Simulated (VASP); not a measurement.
Write the native input for VASP 6.6.1 that does the following.

```yaml
Task: single point
Functional: PBE
Potentials_or_basis: VASP PAW PBE potentials, release 64 (Al)
Cutoff: 520 eV
k_mesh: 4 × 4 × 4
Occupations: gaussian, width 0.1 eV
Spin: no spin polarisation
Further_INCAR_settings: ALGO = Normal; EDIFF = 1e-07; NBANDS = 8
```

The structure of Al lies in POSCAR:

```
Al                                      
1.0
    0.0000000000      2.0857553439      2.0857553439
    2.0857553439      0.0000000000      2.0857553439
    2.0857553439      2.0857553439      0.0000000000
  Al            
     1
Direct
     0.0000000000000000    0.0000000000000000    0.0000000000000000
```

The cell isn't the ideal one: a relaxed cell with its volume scaled by 1.09.

One way to write it, as run:

INCAR

```
PREC     = Accurate       # precision mode
ENCUT    = 520            # plane-wave cutoff, eV
EDIFF    = 1E-7           # SCF threshold, eV
ISMEAR   = 0              # smearing method
SIGMA    = 0.1            # smearing width, eV
LREAL    = False          # projectors in reciprocal space
LASPH    = True           # aspherical terms in the spheres
NELM     = 100            # most SCF steps
ALGO     = Normal         # electronic algorithm
ISIF     = 2              # what is computed and relaxed
LWAVE    = False          # write WAVECAR
LCHARG   = False          # write CHGCAR
GGA      = PE             # functional
NBANDS   = 8              # bands
```

KPOINTS

```
regular mesh
0
Gamma
  4 4 4
```

Potentials or basis: VASP PAW PBE potentials, release 64 (Al).

Command:

```console
$ cat potpaw_PBE.64/Al/POTCAR > POTCAR
$ mpirun -np 1 vasp_std > vasp.out
```

Results of the run:

```json
{
  "Pressure": "-5.8 GPa",
  "Band gap on the k mesh": "none (metal or under the smearing width)"
}
```

Caveat: the k mesh is coarse (spacing up to 0.65 Å⁻¹), so the values aren't converged.

It took 1.5 s on 1 thread of Intel(R) Xeon(R) 6975P-C (Granite Rapids), on a shared host, peak memory 0.12 GiB.
